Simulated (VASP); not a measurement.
# LiH (distorted CsCl), r²SCAN single-point calculation: VASP's output and Ansatz's

POSCAR

```
Li H
 1.0000000000000000
     2.4706000000000001   -0.0383000000000000    0.0032000000000000
    -0.0383000000000000    2.4367000000000001   -0.0035000000000000
     0.0032000000000000   -0.0035000000000000    2.5367000000000002
 Li  H
   1   1
Cartesian
  2.3938344400000005  2.3551648600000004  2.4935331500000002
  1.3234042700000002  1.1342521200000000  1.2143925200000001
```

VASP ran with the recommended PBE PAW datasets (4 valence electrons in the cell).

From OUTCAR

```
k-points           NKPTS =    260   k-points in BZ     NKDIM =    260   number of bands    NBANDS=      9

   NELECT =       4.0000    total number of electrons

   dimension x,y,z NGX =    18 NGY =   18 NGZ =   20
   dimension x,y,z NGXF=    36 NGYF=   36 NGZF=   40

  energy-cutoff  :      520.00
  volume of cell :       15.27
      direct lattice vectors                 reciprocal lattice vectors
     2.470600000 -0.038300000  0.003200000     0.404859266  0.006362849 -0.000501943
    -0.038300000  2.436700000 -0.003500000     0.006362849  0.410491916  0.000558348
     0.003200000 -0.003500000  2.536700000    -0.000501943  0.000558348  0.394214357

 k-points in reciprocal lattice and weights: KPOINTS created by Atomic Simulation Env
   0.00000000  0.00000000  0.00000000       0.002
   0.12500000  0.00000000  0.00000000       0.004
   0.25000000  0.00000000  0.00000000       0.004
   0.37500000 -0.00000000  0.00000000       0.004
   0.50000000  0.00000000  0.00000000       0.002
   0.00000000  0.12500000  0.00000000       0.004
   0.12500000  0.12500000  0.00000000       0.004
   0.25000000  0.12500000  0.00000000       0.004
   ...

 E-fermi :   4.1291

 k-point     1 :       0.0000    0.0000    0.0000
  band No.  band energies     occupation
      1     -46.1771      2.00000
      2      -5.6091      2.00000
      3      15.8335      0.00000
      4      16.3452      0.00000
      5      17.6812      0.00000
      6      18.6295      0.00000
      7      19.6987      0.00000
      8      20.4819      0.00000
      9      37.7904      0.00000

 k-point     2 :       0.1250    0.0000    0.0000
  band No.  band energies     occupation
      1     -46.1688      2.00000
      2      -5.3605      2.00000
      3      12.9859      0.00000
      4      16.2266      0.00000
      5      17.8646      0.00000
      6      18.1762      0.00000
      7      20.4981      0.00000
      8      24.6632      0.00000
      9      34.9514      0.00000

 k-point     3 :       0.2500    0.0000    0.0000
  band No.  band energies     occupation
      1     -46.1487      2.00000
      2      -4.6678      2.00000
      3       8.9937      0.00000
      4      17.3237      0.00000
      5      17.4613      0.00000
      6      19.2207      0.00000
      7      21.6049      0.00000
      8      30.2370      0.00000
      9      30.9009      0.00000

 k-point     4 :       0.3750   -0.0000    0.0000
  band No.  band energies     occupation
      1     -46.1285      2.00000
      2      -3.7631      2.00000
      3       6.0680      0.00000
      4      16.8539      0.00000
      5      19.2422      0.00000
      6      21.0101      0.00000
      7      23.5263      0.00000
      8      26.1145      0.00000
      9      27.7878      0.00000

 k-point     5 :       0.5000    0.0000    0.0000
  band No.  band energies     occupation
      1     -46.1200      2.00000
      2      -3.2742      2.00000
      3       4.9049      0.00000
      4      16.6271      0.00000
      5      20.9392      0.00000
      6      22.6305      0.00000
      7      23.6497      0.00000
      8      25.0425      0.00000
      9      26.1154      0.00000

 k-point     6 :       0.0000    0.1250    0.0000
  band No.  band energies     occupation
      1     -46.1678      2.00000
      2      -5.3519      2.00000
      3      13.6012      0.00000
      4      16.2333      0.00000
      5      16.6477      0.00000
      6      18.6051      0.00000
      7      20.0579      0.00000
      8      25.3015      0.00000
      9      35.3063      0.00000

 k-point     7 :       0.1250    0.1250    0.0000
  band No.  band energies     occupation
      1     -46.1594      2.00000
      2      -5.0841      2.00000
      3      12.6816      0.00000
      4      14.3331      0.00000
      5      16.6539      0.00000
      6      18.0187      0.00000
      7      24.0340      0.00000
      8      26.6075      0.00000
      9      34.2473      0.00000

 k-point     8 :       0.2500    0.1250    0.0000
  band No.  band energies     occupation
      1     -46.1395      2.00000
      2      -4.3556      2.00000
      3       9.0148      0.00000
      4      14.5577      0.00000
      5      17.8213      0.00000
      6      18.0260      0.00000
      7      26.0228      0.00000
      8      29.9058      0.00000
      9      30.3617      0.00000

 k-point     9 :       0.3750    0.1250    0.0000
  band No.  band energies     occupation
      1     -46.1198      2.00000
      2      -3.4057      2.00000
      3       6.1324      0.00000
      4      14.9695      0.00000
      5      18.7237      0.00000
      6      19.7032      0.00000
      7      25.3245      0.00000
      8      26.3690      0.00000
      9      28.2345      0.00000

 ...

  Total        0.1940716      0.4460620     -0.4391891     -0.0680190      0.0004505     -0.0030483
  in kB       20.3660330     46.8101045    -46.0888558     -7.1379716      0.0472809     -0.3198899
  external PRESSURE =       7.0290939 kB  Pullay stress =       0.0000000 kB

 POSITION                                       TOTAL-FORCE (eV/Angst)
 -----------------------------------------------------------------------------------
      2.39383      2.35516      2.49353         0.032111      0.021665     -0.021205
      1.32340      1.13425      1.21439        -0.032111     -0.021665      0.021205
 -----------------------------------------------------------------------------------
    total drift:                               -0.015796      0.022417     -0.035602

  FREE ENERGIE OF THE ION-ELECTRON SYSTEM (eV)
  ---------------------------------------------------
  free  energy   TOTEN  =        -6.3257404327 eV

  energy  without entropy=       -6.3257404327  energy(sigma->0) =       -6.32574043
```

Datasets and cutoffs are each program's own. VASP's cell holds 4 valence electrons and Ansatz's 4. Ansatz's stress includes a Pulay correction; VASP's doesn't.

Task: What does Ansatz give for the same cell and level of theory?

Result: gap between bands v and c on the k mesh 0.90 eV; least direct gap on the k mesh 4.79 eV; pressure 1.3 GPa; largest force 0.03 eV/Å.

Ansatz printed

```
SCF 1 converged in 6 iterations: F = -221.520538 eV  dr2 = 1.60e-8
  greatest PAW one-centre occupation: 0.999 electrons in one spin orbital (limit 2), on the Li atom at site 0 (counted from 0), in its partial waves of l = 0
SCF converged after 6 iterations
Free energy (F): -221.520538 eV
Harris-Foulkes:  -221.520538 eV  (|F-HF|=1.22e-8)
Internal energy: -221.520538 eV  (E = F + TS)
E sigma→0 (E₀):  -221.520538 eV
Fermi energy:    4.752526 eV
--- Per-component energies (eV) ---
  E_band       = -93.066624
  E_kinetic    = 36.459488
  E_local      = -120.809904  (includes V_loc(G=0)·N_el)
  E_nonlocal   = -31.836898
  E_hartree    = 33.356018
  E_xc         = -20.175032
  E_vxc        = -28.408187  (∫ρ·V_xc dr)
  E_paw        = -22.349176  (= ΣΔE_a)
  E_vpaw       = -16.651317  (= ΣTr[D̂ρ^β])
  E_aug_tail   = -0.000566  (compensation charges beyond the density's cutoff)
  E_vtau       = 1.468639  (kinetic-family band-sum trace: ∫τ·v_τ [+ j·A + Jᵃ·Aᵃ] dr)
  E_ewald      = -96.164468
  E_smearing   = -0.000000  (= −TS)
  E_closure    = 0.000000  (closes the sum)
  Σ components = -221.520538   (vs F -221.520538, Δ=0.00e0)
--- Forces (eV/Å), atoms counted from 1 ---
  atom   1  Li     0.03259101     0.01202544    -0.00366121
  atom   2  H     -0.03259287    -0.01203125     0.00365756
  max |Σ_I F_I| component: 5.81e-6 eV/Å
--- Stress (GPa, compression-positive) ---
        2.706626      -0.816080      -0.014153
       -0.816081       5.401772      -0.058690
       -0.014154      -0.058690      -4.118158
  P = ⅓ Tr σ = 1.3301 GPa (13.301 kbar)
--- Band table (eV; the first three rows and the last of 260) ---
  k-point 0: bands = ["-45.3623", "-5.0244", "16.4053", "16.8841", "18.2072", "19.1311"]
  k-point 1: bands = ["-45.3557", "-4.7924", "12.8567", "17.3964", "18.5695", "19.5665"]
  k-point 2: bands = ["-45.3395", "-4.1474", "9.0633", "17.8619", "19.4769", "19.7980"]
  k-point 259: bands = ["-45.2124", "4.3002", "11.3690", "11.9901", "12.0783", "13.4260"]
```
